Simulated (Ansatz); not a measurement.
Write a Python script for the Ansatz DFT code, driven from Python that makes the levels without and with spin-orbit coupling of CuI, space group Cmcm. Level of theory (first run): LDA, PAW, cutoff 550 eV, 4×4×6 k-points, fixed occupations.

```
Cu I
1.0
     3.73317   -3.71109    0.00000
     3.73317    3.71109    0.00000
     0.00000    0.00000    4.30700
Cu I
2 2
Direct
  0.42044 0.57956 0.75000
  0.57956 0.42044 0.25000
  0.77004 0.22996 0.75000
  0.22996 0.77004 0.25000
```

`cui.py`
```python
"""What spin-orbit coupling does to the bands of CuI."""

import ansatz as az

crystal = (
    az.Lattice.from_parameters(7.46633518, 7.42217274, 4.30699767, alpha=90, beta=90, gamma=90)
    .space_group(63, hermann_mauguin="Cmcm")
    .atom("Cu", (0.5, 0.07956117, 0.75))
    .atom("I", (0.5, 0.72995732, 0.75))
    .primitive()
)

calculation = crystal.calculation().occupations("fixed").kpoints(4, 4, 6).basis(550).functional("lda").band_table()
for label, variant in (("scalar-relativistic", calculation), ("spin-orbit", calculation.spin(soc=True))):
    r = variant.run(threads=1).report
    zero = r["band_edges_ev"][0] if r.get("band_edges_ev") else r["fermi_energy_ev"]
    near = [round(e - zero, 3) for e in r["eigenvalues_ev"][0] if abs(e - zero) < 2]
    print(label)
    print("  band edges (eV):", [round(e, 3) for e in r.get("band_edges_ev") or []] or "none reported")
    print("  levels at k =", r["kpoints_frac"][0], "within 2 eV of the zero:", near)
```

Running `python cui.py` prints:
```text
scalar-relativistic
  band edges (eV): [6.959, 7.819]
  levels at k = [0.0, 0.0, 0.0] within 2 eV of the zero: [-1.894, -1.839, -1.836, -1.498, -0.941, 0.0, 0.86, 1.64]
spin-orbit
  band edges (eV): [7.013, 7.827]
  levels at k = [0.0, 0.0, 0.0] within 2 eV of the zero: [-1.966, -1.966, -1.914, -1.914, -1.868, -1.868, -1.521, -1.521, -0.937, -0.937, 0.0, 0.0, 0.813, 0.813, 1.587, 1.587]
```

What to keep in mind:
- The computed bands are complete only to about 5.9 eV above the Fermi level.
- Without a Hubbard U or exact exchange, semilocal functionals often make such 3d compounds metallic or too weakly gapped.
- The structure comes from a database of computed cells and needn't be a stable or known phase.
- Gaps and levels are Kohn-Sham values on a finite set of k-points.
- With spin-orbit coupling each level holds one electron and, with inversion or at time-reversal points, comes in pairs; a window in energy can cut a split set.
- Hardware and time: 120 s on 1 thread of Arm Neoverse V1 (shared host), peak memory 1.1 GiB.
